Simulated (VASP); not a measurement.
# SiO₂, equation of state: which settings are enough?

SiO₂, P4_2/mnm (no. 136), 6 atoms in the cell. PBEsol; PAW potentials Si, O (PBE set). VASP 6.6.1.

Wanted: equilibrium volume within 0.05 %; bulk modulus within 0.4 %.

What the run is for: equation of state; Accuracy asked: tight.

The series start from Plane-wave cutoff (eV): 520; k-point mesh: 5 × 5 × 8; Volumes: 5 from 0.92 to 1.08; Precision mode (PREC): Accurate; Electronic threshold (eV): 1e-6; Aspherical gradient terms in the spheres (LASPH): yes; Start of each volume: each volume from scratch. Each series keeps the choices made before it, and each single choice may use up half of a tolerance. Times cover all steps of a run.

## Plane-wave cutoff (eV)

| Plane-wave cutoff (eV) | Equilibrium volume (Å³/atom) | Bulk modulus (GPa) | Time (s) |
|---|---|---|---|
| 320 | 7.792 | 330.6 | 35 |
| 400 | 7.895 | 311.3 | 48 |
| 460 | 7.895 | 316.3 | 65 |
| 520 | 7.895 | 316.1 | 50 |
| 600 | 7.893 | 316.1 | 93 |
| 700 | 7.891 | 316.2 | 109 |
| 840 (reference) | 7.891 | 316.1 | 149 |

Chosen: 600, the loosest value from which every tighter one stays within half of the tolerance.

## k-point mesh

| k-point mesh | Equilibrium volume (Å³/atom) | Bulk modulus (GPa) | Time (s) |
|---|---|---|---|
| 2 × 2 × 3 | 7.893 | 316.4 | 38 |
| 2 × 2 × 4 | 7.892 | 317.2 | 40 |
| 3 × 3 × 4 | 7.893 | 316 | 40 |
| 4 × 4 × 5 | 7.893 | 316.1 | 49 |
| 4 × 4 × 7 | 7.893 | 315.9 | 59 |
| 5 × 5 × 8 | 7.893 | 316.1 | 93 |
| 7 × 7 × 10 | 7.893 | 316.1 | 128 |
| 8 × 8 × 13 (reference) | 7.893 | 316.1 | 222 |

Chosen: 3 × 3 × 4.

## Volumes

| Volumes | Equilibrium volume (Å³/atom) | Bulk modulus (GPa) | Time (s) |
|---|---|---|---|
| 5 from 0.88 to 1.12 | 7.893 | 315.7 | 30 |
| 5 from 0.92 to 1.08 | 7.893 | 316 | 40 |
| 7 from 0.91 to 1.09 (reference) | 7.893 | 316 | 44 |

Chosen: 5 from 0.88 to 1.12.

## Precision mode (PREC)

| Precision mode (PREC) | Equilibrium volume (Å³/atom) | Bulk modulus (GPa) | Time (s) |
|---|---|---|---|
| SingleN | 7.892 | 316.5 | 17 |
| Normal | 7.893 | 315.6 | 21 |
| Accurate (reference) | 7.893 | 315.7 | 30 |

Chosen: Normal.

## Electronic threshold (eV)

| Electronic threshold (eV) | Equilibrium volume (Å³/atom) | Bulk modulus (GPa) | Time (s) |
|---|---|---|---|
| 0.001 | 7.893 | 315.6 | 16 |
| 0.0001 | 7.893 | 315.7 | 17 |
| 1e-5 | 7.893 | 315.6 | 19 |
| 1e-6 | 7.893 | 315.6 | 21 |
| 1e-7 (reference) | 7.893 | 315.6 | 22 |

Chosen: 0.001.

## Aspherical gradient terms in the spheres (LASPH)

| Aspherical gradient terms in the spheres (LASPH) | Equilibrium volume (Å³/atom) | Bulk modulus (GPa) | Time (s) |
|---|---|---|---|
| yes | 7.893 | 315.6 | 16 |
| no | 7.892 | 315.8 | 13 |

Chosen: yes; no other choice that stays within half of the tolerance saves 30 % of the time.

## Start of each volume

| Start of each volume | Equilibrium volume (Å³/atom) | Bulk modulus (GPa) | Time (s) |
|---|---|---|---|
| each volume from scratch | 7.893 | 315.6 | 16 |
| orbitals of the volume before (WAVECAR) | 7.893 | 315.7 | 13 |

Chosen: each volume from scratch.

## All choices together

| Input | Equilibrium volume (Å³/atom) | Bulk modulus (GPa) | Time (s) |
|---|---|---|---|
| the program's defaults (naive) | 7.877 | 315 | 10 |
| chosen settings | 7.893 | 315.6 | 16 |
| reference settings throughout | 7.891 | 316.1 | 517 |

The tolerance is met.

## The input

INCAR:
```
GGA = PS ; ISMEAR = 0
SIGMA = 0.03 ; LWAVE = False
LCHARG = False ; ISIF = 2
NSW = 0 ; PREC = Normal
LASPH = True ; LREAL = False
ALGO = Normal ; EDIFF = 0.001
NELM = 120 ; GGA_COMPAT = False
ENCUT = 600 ; EFERMI = MIDGAP
KPAR = 2
```

KPOINTS:
```
Automatic mesh
0
Gamma
  3 3 4
  0 0 0
```

POSCAR.step1:
```
SiO2
1.0
    4.0565780010      0.0000000000      0.0000000000
    0.0000000000      4.0565780010      0.0000000000
    0.0000000000      0.0000000000      2.5811330856
Si O
2 4
Direct
    0.0000000000      0.0000000000      0.0000000000
    0.5000000000      0.5000000000      0.5000000000
    0.8068390000      0.1931610000      0.5000000000
    0.3068390000      0.3068390000      0.0000000000
    0.1931610000      0.8068390000      0.5000000000
    0.6931610000      0.6931610000      0.0000000000
```

POSCAR.step2:
```
SiO2
1.0
    4.1467535482      0.0000000000      0.0000000000
    0.0000000000      4.1467535482      0.0000000000
    0.0000000000      0.0000000000      2.6385102859
Si O
2 4
Direct
    0.0000000000      0.0000000000      0.0000000000
    0.5000000000      0.5000000000      0.5000000000
    0.8068390000      0.1931610000      0.5000000000
    0.3068390000      0.3068390000      0.0000000000
    0.1931610000      0.8068390000      0.5000000000
    0.6931610000      0.6931610000      0.0000000000
```

POSCAR.step3:
```
SiO2
1.0
    4.2331690000      0.0000000000      0.0000000000
    0.0000000000      4.2331690000      0.0000000000
    0.0000000000      0.0000000000      2.6934950000
Si O
2 4
Direct
    0.0000000000      0.0000000000      0.0000000000
    0.5000000000      0.5000000000      0.5000000000
    0.8068390000      0.1931610000      0.5000000000
    0.3068390000      0.3068390000      0.0000000000
    0.1931610000      0.8068390000      0.5000000000
    0.6931610000      0.6931610000      0.0000000000
```

POSCAR.step4:
```
SiO2
1.0
    4.3161933919      0.0000000000      0.0000000000
    0.0000000000      4.3161933919      0.0000000000
    0.0000000000      0.0000000000      2.7463220391
Si O
2 4
Direct
    0.0000000000      0.0000000000      0.0000000000
    0.5000000000      0.5000000000      0.5000000000
    0.8068390000      0.1931610000      0.5000000000
    0.3068390000      0.3068390000      0.0000000000
    0.1931610000      0.8068390000      0.5000000000
    0.6931610000      0.6931610000      0.0000000000
```

POSCAR.step5:
```
SiO2
1.0
    4.3961410129      0.0000000000      0.0000000000
    0.0000000000      4.3961410129      0.0000000000
    0.0000000000      0.0000000000      2.7971913802
Si O
2 4
Direct
    0.0000000000      0.0000000000      0.0000000000
    0.5000000000      0.5000000000      0.5000000000
    0.8068390000      0.1931610000      0.5000000000
    0.3068390000      0.3068390000      0.0000000000
    0.1931610000      0.8068390000      0.5000000000
    0.6931610000      0.6931610000      0.0000000000
```

Commands (each step's output is kept before the next begins):
```
cat potpaw_PBE.64/Si/POTCAR potpaw_PBE.64/O/POTCAR > POTCAR
cp POSCAR.step1 POSCAR
mpirun -np 2 vasp_std > vasp.out
cp POSCAR.step2 POSCAR
mpirun -np 2 vasp_std > vasp.out
cp POSCAR.step3 POSCAR
mpirun -np 2 vasp_std > vasp.out
cp POSCAR.step4 POSCAR
mpirun -np 2 vasp_std > vasp.out
cp POSCAR.step5 POSCAR
mpirun -np 2 vasp_std > vasp.out
```

Limits: Every volume keeps the cell's shape and the atoms' fractional positions, so the modulus is that of a clamped cell, stiffer than the relaxed one, above all in layered crystals.

The chosen input took VASP 6.6.1 16 s on 2 cores (Intel Xeon Platinum 8259CL @ 2.50GHz (Skylake/Cascade Lake)), a shared host.

## An input that fails: cutoff far too low

It runs to its end, but against the unchanged starting input it is off by 1.4 % in the equilibrium volume, 17 % in the bulk modulus.

Changes against the starting input:
```
(all steps)
- PREC = Accurate
- NELM = 120
- ENCUT = 520
+ PREC = Low
+ NELM = 69
+ ENCUT = 240
```
